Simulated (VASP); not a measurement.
# FeSi2 (P4/mmm) in VASP: phonons with LDA

Aim: the phonons of FeSi2 with LDA.

Everything below comes from runs of VASP 6.6.1. Logs are shortened: lines on timing, memory, paths and dates and some standing lists are left out, and cuts for length are marked.

**1. The structure**

It takes space group P4/mmm (No. 123, tetragonal). Conventional cell: a = 2.684 Å, b = 2.684 Å, c = 5.128 Å, α = 90.00°, β = 90.00°, γ = 90.00°. Around Fe (site symmetry 4/mmm) lie 8 Si at 2.35 Å and 4 Fe at 2.68 Å. Si (site symmetry 4mm) is surrounded by 4 Fe at 2.35 Å and 5 Si at 2.36 to 2.68 Å.

**2. Phonons, LDA**

Input file POSCAR:

```
FeSi2
1.0
    2.6840000000      0.0000000000      0.0000000000
    0.0000000000      2.6840000000      0.0000000000
    0.0000000000      0.0000000000      5.1280000000
Fe Si
1 2
Direct
    0.0000000000      0.0000000000      0.0000000000
    0.5000000000      0.5000000000      0.2700000000
    0.5000000000      0.5000000000      0.7300000000
```

Input file INCAR.step1:

```
SYSTEM = FeSi2
PREC     = Accurate       ! precision mode
ENCUT    = 600            ! plane-wave cutoff, eV
EDIFF    = 1E-8           ! SCF threshold, eV
ISMEAR   = 0              ! smearing method
SIGMA    = 0.1            ! smearing width, eV
LREAL    = .False.        ! projectors in reciprocal space
LASPH    = .True.         ! aspherical terms in the spheres
NELM     = 60             ! most SCF steps
ALGO     = Normal         ! electronic algorithm
ISIF     = 3              ! what is computed and relaxed
LWAVE    = .False.        ! write WAVECAR
LCHARG   = .False.        ! write CHGCAR
GGA      = CA             ! functional
IBRION   = 2              ! ionic algorithm
NSW      = 40             ! ionic steps
EDIFFG   = -0.002         ! ionic threshold
```

Input file INCAR.step2:

```
SYSTEM = FeSi2
PREC     = Accurate       ! precision mode
ENCUT    = 600            ! plane-wave cutoff, eV
EDIFF    = 1E-8           ! SCF threshold, eV
ISMEAR   = 0              ! smearing method
SIGMA    = 0.1            ! smearing width, eV
LREAL    = .False.        ! projectors in reciprocal space
LASPH    = .True.         ! aspherical terms in the spheres
NELM     = 60             ! most SCF steps
ALGO     = Normal         ! electronic algorithm
ISIF     = 2              ! what is computed and relaxed
LWAVE    = .False.        ! write WAVECAR
LCHARG   = .False.        ! write CHGCAR
GGA      = CA             ! functional
IBRION   = 8              ! ionic algorithm
NSW      = 1              ! ionic steps
```

Input file KPOINTS:

```
regular mesh
0
Gamma
  16 16 8
  0 0 0
```

Potentials or basis: VASP PAW LDA potentials, release 64 (Fe, Si).

Launch:

```sh
$ cat potpaw_LDA.64/Fe/POTCAR potpaw_LDA.64/Si/POTCAR > POTCAR
$ cp INCAR.step1 INCAR
$ mpirun -np 1 vasp_std > vasp.out
$ cp CONTCAR POSCAR
$ cp INCAR.step2 INCAR
$ mpirun -np 1 vasp_std > vasp.out
```

OUTCAR:

```text
SYSTEM = FeSi2
   PREC = Accurate
   ENCUT = 600
   EDIFF = 1E-8
   ISMEAR = 0
   LREAL = .False.
   LASPH = .True.
   NELM = 60
   ISIF = 2
   GGA = CA
   IBRION = 8
   NSW = 1

 ion  position               nearest neighbor table
   1  0.000  0.000  0.000-   2 2.33   3 2.33   2 2.33   3 2.33   2 2.33   3 2.33   2 2.33   3 2.33

   2  0.500  0.500  0.272-   3 2.32   1 2.33   1 2.33   1 2.33   1 2.33   3 2.75
   3  0.500  0.500  0.728-   2 2.32   1 2.33   1 2.33   1 2.33   1 2.33   2 2.75

  LATTYP: Found a simple tetragonal cell.
 ALAT       =     2.6613279515
 C/A-ratio  =     1.9052364081

  Lattice vectors:

 A1 = (   2.6613279515,   0.0000000000,   0.0000000000)
 A2 = (   0.0000000000,   2.6613279515,   0.0000000000)
 A3 = (   0.0000000000,   0.0000000000,   5.0704589073)

Analysis of symmetry for initial positions (statically):
=====================================================================
 Subroutine PRICEL returns:
 Original cell was already a primitive cell.

 Routine SETGRP: Setting up the symmetry group for a
 simple tetragonal supercell.

 Subroutine GETGRP returns: Found 16 space group operations
 (whereof 16 operations were pure point group operations)
 out of a pool of 16 trial point group operations.

The static configuration has the point symmetry D_4h.

Analysis of symmetry for dynamics (positions and initial velocities):
=====================================================================
 Subroutine PRICEL returns:
 Original cell was already a primitive cell.

 Routine SETGRP: Setting up the symmetry group for a
 simple tetragonal supercell.

 Subroutine GETGRP returns: Found 16 space group operations
 (whereof 16 operations were pure point group operations)
 out of a pool of 16 trial point group operations.

The dynamic configuration has the point symmetry D_4h.

 Subroutine INISYM returns: Found 16 space group operations
 (whereof 16 operations are pure point group operations),
 and found     1 'primitive' translations

----------------------------------------------------------------------------------------

                                     Primitive cell

  volume of cell :      35.9124

  direct lattice vectors                    reciprocal lattice vectors
     2.661327952  0.000000000  0.000000000     0.375752263  0.000000000  0.000000000
     0.000000000  2.661327952  0.000000000     0.000000000  0.375752263  0.000000000
     0.000000000  0.000000000  5.070458907     0.000000000  0.000000000  0.197220807

  length of vectors
     2.661327952  2.661327952  5.070458907     0.375752263  0.375752263  0.197220807

  position of ions in fractional coordinates (direct lattice)
     0.000000000  0.000000000  0.000000000
     0.500000000  0.500000000  0.271518692
     0.500000000  0.500000000  0.728481308

  ion indices of the primitive-cell ions
   primitive index   ion index
                 1           1
                 2           2
                 3           3

----------------------------------------------------------------------------------------

 KPOINTS: regular mesh

Automatic generation of k-mesh.
 Grid dimensions read from file:
 generate k-points for:   16   16    8

 Generating k-lattice:

  Cartesian coordinates                     Fractional coordinates (reciprocal lattice)
     0.023484516  0.000000000  0.000000000     0.062500000  0.000000000  0.000000000
     0.000000000  0.023484516  0.000000000     0.000000000  0.062500000  0.000000000
     0.000000000  0.000000000  0.024652601     0.000000000  0.000000000  0.125000000
[... 104 lines left out ...]
  ---------------------------------------------------
  free energy    TOTEN  =       -22.86386562 eV

  energy without entropy =      -22.85894261  energy(sigma->0) =      -22.86140411

 E-fermi :  10.3023     XC(G=0): -12.2546

 val. band max:       10.2917405254   @ k =   0.5000   0.4375   0.3750
 cond. band min:      10.3167446792   @ k =   0.5000   0.2500   0.0000
 fundamental gap:      0.0250041538
 Fermi energy:        10.3023454806

 k-point     1 :       0.0000    0.0000    0.0000
  band No.  band energies     occupation
      1      -3.8029      2.00000
      2       1.0888      2.00000
      3       2.2143      2.00000
      4       6.5734      2.00000
      5       8.5917      2.00000
      6       8.7459      2.00000
      7       8.7459      2.00000
      8       9.6721      2.00000
      9      14.9641      0.00000
     10      14.9641      0.00000
     11      16.9934      0.00000
     12      17.5317      0.00000
[... 331 lines left out ...]
 k-point    24 :       0.5000    0.1250    0.0000
  band No.  band energies     occupation
      1       0.5244      2.00000
      2       2.5390      2.00000
      3       3.4764      2.00000
      4       5.7243      2.00000
      5       6.3249      2.00000
      6       7.3000      2.00000
      7       8.3224      2.00000
      8       9.5108      2.00000
      9      10.3942      0.19386
     10      11.8887      0.00000
     11      12.7488      0.00000
     12      15.7090      0.00000

 [... further k-points ...]
[... 5 lines left out ...]
  --------------------------------------------------------------------------------------
  -------------------------------------------------------------------------------------
  Total       -0.0014975     -0.0014975     -0.0011161      0.0000000      0.0000000     -0.0000000
  in kB       -0.0668091     -0.0668091     -0.0497923      0.0000000      0.0000000     -0.0000000
  external PRESSURE =      -0.0611368 kB  Pullay stress =       0.0000000 kB

 VOLUME and BASIS-vectors are now :
 -----------------------------------------------------------------------------
  energy-cutoff  :      600.00
  volume of cell :       35.91
      direct lattice vectors                 reciprocal lattice vectors
     2.661327952  0.000000000  0.000000000     0.375752263  0.000000000  0.000000000
     0.000000000  2.661327952  0.000000000     0.000000000  0.375752263  0.000000000
     0.000000000  0.000000000  5.070458907     0.000000000  0.000000000  0.197220807

 POSITION                                       TOTAL-FORCE (eV/Angst)
 -----------------------------------------------------------------------------------
      0.00000      0.00000      0.00000         0.000000     -0.000000      0.000000
      1.33066      1.33066      1.37672         0.000000      0.000000     -0.000225
      1.33066      1.33066      3.69373         0.000000      0.000000      0.000225
 -----------------------------------------------------------------------------------
    total drift:                               -0.000000      0.000000      0.000000

  FREE ENERGIE OF THE ION-ELECTRON SYSTEM (eV)
  ---------------------------------------------------
  free  energy   TOTEN  =       -22.8638656173 eV

  energy  without entropy=      -22.8589426114  energy(sigma->0) =      -22.86140411

[... ionic steps 2 to 3 ...]

--------------------------------------- Ionic step        4  -------------------------------------------

------------------------ aborting loop because EDIFF is reached ----------------------------------------
[... 11 lines left out ...]
[... ionic steps 8 to 8 ...]

--------------------------------------- Ionic step        9  -------------------------------------------

 Free energy of the ion-electron system (eV)
  ---------------------------------------------------
  ---------------------------------------------------
  free energy    TOTEN  =        -0.03218749 eV

  energy without entropy =       -0.03218857

------------------------ aborting loop because EDIFF is reached ----------------------------------------

 INTERNAL STRAIN TENSOR  FOR ION    2  DIRECTION 3   (eV/Angst):
 -----------------------------------------------------------------------------
    -7.89970  0.00000  0.00000
     0.00000 -7.89970  0.00000
     0.00000  0.00000  1.48691

 INTERNAL STRAIN TENSOR FOR ION    3 for displacements in x,y,z  (eV/Angst):
          X           Y           Z          XY          YZ          ZX
  --------------------------------------------------------------------------------
  x     0.00000     0.00000     0.00000     0.00000     0.00000     5.07647
  y     0.00000     0.00000     0.00000     0.00000     5.81573     0.00000
  z     7.89970     7.89970    -1.48691     0.00000     0.00000     0.00000

 SECOND DERIVATIVES (NOT SYMMETRIZED)
 ------------------------------------
               1X          1Y          1Z          2X          2Y          2Z          3X          3Y          3Z
  1X    -9.201313    0.000000    0.000000    4.600656    0.000000    0.000000    4.600656   -0.000000    0.000000
  1Y    -0.000000   -9.201313    0.000000   -0.000000    4.600656    0.000000    0.000000    4.600656    0.000000
  1Z    -0.000000    0.000000  -14.040822   -0.000000    0.000000    7.020411   -0.000000    0.000000    7.020411
  2X     4.571155    0.000000    0.000000   -5.087640    0.000000    0.000000    0.516485    0.000000    0.000000
  2Y     0.000000    4.571155    0.000000    0.000000   -5.087640   -0.000000    0.000000    0.516485   -0.000000
  2Z    -0.000000    0.000000    7.027902    0.000000   -0.000000  -20.100277    0.000000    0.000000   13.072376
  3X     4.571155    0.000000    0.000000    0.516485    0.000000    0.000000   -5.087640    0.000000    0.000000
  3Y     0.000000    4.571155    0.000000    0.000000    0.516485   -0.000000    0.000000   -5.087640   -0.000000
  3Z    -0.000000    0.000000    7.027902    0.000000    0.000000   13.072376    0.000000   -0.000000  -20.100277

 Eigenvectors and eigenvalues of the dynamical matrix
 ----------------------------------------------------

   1 f  =   16.990400 THz   106.753834 2PiTHz  566.738755 cm-1    70.266619 meV
             X         Y         Z           dx          dy          dz
      0.000000  0.000000  0.000000     0.000000   -0.000000   -0.000000
      1.330664  1.330664  1.376724     0.000000   -0.000000   -0.707107
      1.330664  1.330664  3.693735    -0.000000    0.000000    0.707107
[... 43 lines left out ...]
   9 f/i=    0.014389 THz     0.090407 2PiTHz    0.479956 cm-1     0.059507 meV
             X         Y         Z           dx          dy          dz
      0.000000  0.000000  0.000000    -0.666607    0.229313   -0.000000
      1.330664  1.330664  1.376724    -0.474247    0.163141   -0.000000
      1.330664  1.330664  3.693735    -0.474247    0.163141   -0.000000

--------------------------------------------------------------------------------------------------------

 ELASTIC MODULI CONTR FROM IONIC RELAXATION (kBar)
 Direction    XX          YY          ZZ          XY          YZ          ZX
 --------------------------------------------------------------------------------
 XX        -167.8561   -167.8561     31.5946      0.0000     -0.0000      0.0000
 YY        -167.8561   -167.8561     31.5946      0.0000     -0.0000      0.0000
 ZZ          31.5946     31.5946     -5.9469      0.0000      0.0000     -0.0000
 XY           0.0000      0.0000      0.0000      0.0000      0.0000      0.0000
 YZ          -0.0000     -0.0000      0.0000      0.0000   -538.5145      0.0000
 ZX           0.0000      0.0000     -0.0000      0.0000      0.0000   -410.3106
 --------------------------------------------------------------------------------
```

It took 17 min on 1 thread of Intel Xeon Platinum 8488C (Sapphire Rapids), shared host; peak memory 0.75 GiB.

What came out:

```
Relaxed volume                                          : 11.97 Å³/atom
Relaxed cell                                            : a = 2.661 Å, b = 2.661 Å, c = 5.070 Å, α = 90.00°, β = 90.00°, γ = 90.00°
Space group after relaxing (to 0.05 Å)                  : P4/mmm (No. 123)
Highest phonon frequency at Γ, LO-TO splitting left out : 567 cm⁻¹
```

Step by step:
```
step  energy change (eV)  largest force (eV/Å)  pressure (GPa)  volume (Å³)
   1              0.0000                0.1155           -5.43        36.94
   2              0.0101                0.1984            7.83        34.75
   3             -0.0185                0.1623            0.08        35.94
   4             -0.0185                0.1630            0.19        35.92
   5             -0.0191                0.0756           -0.01        35.91
   6             -0.0193                0.0013            0.05        35.91
   7             -0.0194                0.0005           -0.09        35.93
   8             -0.0194                0.0002           -0.08        35.93
   9             -0.0194                0.0037            0.05        35.90
  10             -0.0194                0.0020            0.00        35.91
  11             -0.0194                0.0003            0.00        35.91
```

Final structure:
```
CELL_PARAMETERS angstrom
2.66133 0.00000 0.00000
0.00000 2.66133 0.00000
0.00000 0.00000 5.07046
ATOMIC_POSITIONS crystal
Fe 0.00000 0.00000 0.00000
Si 0.50000 0.50000 0.27152
Si 0.50000 0.50000 0.72848
```

Phonon frequencies in cm⁻¹ (negative: imaginary):
| q point | frequencies |
| --- | --- |
| (0.000, 0.000, 0.000) | 0 0 0 233 233 298 298 369 567 |

Spin polarisation is off, so any magnetic state and its effect on volume and gap are missing.
